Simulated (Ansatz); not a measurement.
SiSe2: input and output

input.yaml (Ansatz 0.2.0)

```yaml
crystal:
  lattice:
    - [0.0, 0.0, 5.894425]
    - [5.091123, -3.005731, 2.947212]
    - [5.091123, 3.005731, -2.947212]
  atoms:
    - { symbol: Si, position: [0.25, 0.0, 0.0] }
    - { symbol: Si, position: [0.75, 0.0, 0.0] }
    - { symbol: Se, position: [0.217, 0.9, 0.334] }
    - { symbol: Se, position: [0.783, 0.1, 0.666] }
    - { symbol: Se, position: [0.283, 0.334, 0.9] }
    - { symbol: Se, position: [0.717, 0.666, 0.1] }
  symmetry: { tolerance: 0.0003 }
kpoints:
  mp_grid: { grid: [6, 6, 6], shift: [0, 0, 0] }
  band_path:
    path:
      - [0.0, 0.0, 0.0]
      - [0.0, -0.5, -0.5]
      - [0.0, -0.3371391, -0.6628609]
      - [0.0, 0.3371391, -0.3371391]
      - [0.0, 0.0, 0.0]
      - [-0.66755822, -0.33377911, 0.33377911]
      - [-0.33244178, -0.66622089, -0.33377911]
      - [0.0, -0.5, -0.5]
      - [0.0, 0.0, 0.0]
      - [-0.5, 0.0, 0.0]
      - [-0.5, -0.25, -0.25]
    npoints: 7
magnetization:
  spin_polarized: false
scf:
  occupations: { method: fermi_dirac, width: 0.0476 }
  lower_state_search: "off"
  max_iter: 200
hamiltonian:
  pseudopotentials: { kind: paw }
  xc: r2scan
basis:
  ecutwfc: 500
  fft_grid_basis: typed
output:
  forces: true
  stress: true
  eigenvalues: true
  bader: true
  populations: true
  elf: true
  write_potential: true
  volumetric_format: npy
  dos:
    e_range: [-12, 8]
    de: 0.05
    projected: { site_lists: { Se: [Se], Si: [Si] } }
checkpoint:
  read: saved_state
```

Command:

```sh
ansatz run input.yaml --threads 1 --pin off --max-ram 2560MiB --backend cpu --events-out ev --progress --plain --runs-dir out
```

The run starts from an earlier solution of this cell. 

Output (shortened):

```
Pseudopotentials: kind: paw
Pseudopotential: Si, paw, valence charge 4, recommended cutoff 500 eV (meta_gga), Si.paw.azcp
Pseudopotential: Se, paw, valence charge 16, recommended cutoff 500 eV (meta_gga), Se.paw.azcp
Functional definition: r2SCAN
  exchange = r2scan_x(k0 = k0, k1 = k1, a1 = a1)
  correlation = r2scan_c
Crystal: 6 atoms, lattice volume = 180.399 Å³
Basis set: ecut = 500 eV, 4563 PW (Γ), exchange–correlation on 180×200×200 points (64 copies of the dense FFT grid, shifted against one another)
Bands: 44, of which v1, the nominal top of the filled ones, is band 36 counted from 1 (35 counted from 0)
Symmetry: 8 space group operations
Space group: Ibam (ITA 72), of the structure as read, at distance tolerance 1.7e-3 Å
k-points: 46 of 216
Initial density: read from a saved state, or passed on in memory by an earlier SCF of this step, an earlier step, the calling program or the single point that the run made first
Functional: x = r2scan, c = r2scan; τ floored in thin density (d = 2e-4 eV/Å³)
Free energy (F): -23193.7136 eV
Harris-Foulkes:  -23193.7136 eV  (|F-HF|=2.17e-7)
Internal energy: -23193.7136 eV  (E = F + TS)
E sigma→0 (E₀):  -23193.7136 eV
Fermi energy:    4.8385 eV
--- Forces (eV/Å), atoms counted from 1 ---
  atom   1  Si     0.0000     0.0000     0.0000
  atom   2  Si     0.0000     0.0000     0.0000
  atom   3  Se    -0.1654    -0.3122     0.0000
  atom   4  Se     0.1654     0.3122     0.0000
  atom   5  Se    -0.1654     0.3122     0.0000
  atom   6  Se     0.1654    -0.3122     0.0000
--- Stress (GPa, compression-positive) ---
       -0.7607       0.0000       0.0000
        0.0000      -1.1583       0.0000
        0.0000       0.0000      -1.1652
  P = ⅓ Tr σ = -1.0281 GPa (-10.281 kbar)
--- Löwdin populations: 6 sites ---
  site symbol       q [e]
     0     Si      3.3369
     1     Si      3.3369
     2     Se     16.2131
     3     Se     16.2131
     4     Se     16.2131
     5     Se     16.2131
  spilling = 0.0066 (of n_electrons = 72.0000)
--- Bader charges: 6 sites ---
  site symbol  charge [e]  shift [e]
     0     Si      2.1932     0.0245
     1     Si      2.1932     0.0245
     2     Se     -1.0966     0.0122
     3     Se     -1.0966     0.0122
     4     Se     -1.0966     0.0122
     5     Se     -1.0966     0.0122
```

Origin: a known structure type with other elements, at an estimated volume, so it need not be a known compound.

(1) What did the run cost?

## Answers

(1) It took 110 s on 1 thread of Intel(R) Xeon(R) Platinum 8488C (Sapphire Rapids), with other jobs on the host, peak memory 1.1 GiB, starting from a saved density.
